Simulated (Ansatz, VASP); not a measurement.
# BP in VASP and in Ansatz

INCAR

```
ALGO     = Normal         # electronic algorithm
EDIFF    = 1E-6           # SCF threshold, eV
ENCUT    = 520            # plane-wave cutoff, eV
ISIF     = 2              # what is computed and relaxed
ISMEAR   = -1             # smearing method
LASPH    = True           # aspherical terms in the spheres
LCHARG   = False          # write CHGCAR
LREAL    = False          # projectors in reciprocal space
LWAVE    = False          # write WAVECAR
NBANDS   = 11             # bands
NELM     = 80             # most SCF steps
PREC     = Accurate       # precision mode
SIGMA    = 0.08           # smearing width, eV
```

File KPOINTS:

```
k-points
0
Gamma
  12 12 12
```

The input POSCAR:

```
BP
1.0
    0.0000000000      2.2988586873      2.2988586873
    2.2988586873      0.0000000000      2.2988586873
    2.2988586873      2.2988586873      0.0000000000
B P
1 1
Direct
    0.0000000000      0.0000000000      0.0000000000
    0.7500000000      0.7500000000      0.7500000000
```

Input for Ansatz:

```yaml
crystal:
  lattice:
    - [0.0, 2.2988586873, 2.2988586873]
    - [2.2988586873, 0.0, 2.2988586873]
    - [2.2988586873, 2.2988586873, 0.0]
  atoms:
    - { symbol: B, position: [0.0, 0.0, 0.0] }
    - { symbol: P, position: [0.75, 0.75, 0.75] }
kpoints:
  mp_grid: { grid: [12, 12, 12] }
  band_path:
    path:
      - [0.0, 0.0, 0.0]
      - [-0.5, -0.5, 0.0]
      - [-0.375, -0.375, 0.25]
      - [-0.375, 0.0, 0.375]
      - [0.0, 0.0, 0.0]
      - [0.0, 0.0, 0.5]
      - [-0.5, -0.25, 0.25]
      - [-0.5, -0.5, 0.0]
    npoints: 5
scf:
  occupations: { method: fermi_dirac, width: 0.08 }
hamiltonian:
  xc: lda
  pseudopotentials: { kind: all_electron, lapw: { basis_error: 0.0005 } }
output:
  forces: true
  stress: true
  eigenvalues: true
```

Change from the starting cell: volume scaled by 1.04.

Alike in both runs: task single point; functional LDA; k mesh 12 × 12 × 12; occupations fermi-dirac, width 0.08 eV; no spin polarisation.

|  | VASP | Ansatz |
| --- | --- | --- |
| version | VASP 6.6.1 | Ansatz 0.2.0 |
| potentials or method | VASP PAW LDA potentials, release 64 (B, P) | all-electron LAPW, scalar-relativistic |
| plane-wave cutoff (eV) | 520 | see its input |

Ansatz gave:

- pressure (GPa): -10.9

Task: What did VASP give for the same quantities?

Result: Pressure (GPa): -11.0.

Ansatz ran all-electron here, so the differences hold the error of VASP's frozen core and of both bases.

A k mesh can miss the band edges.
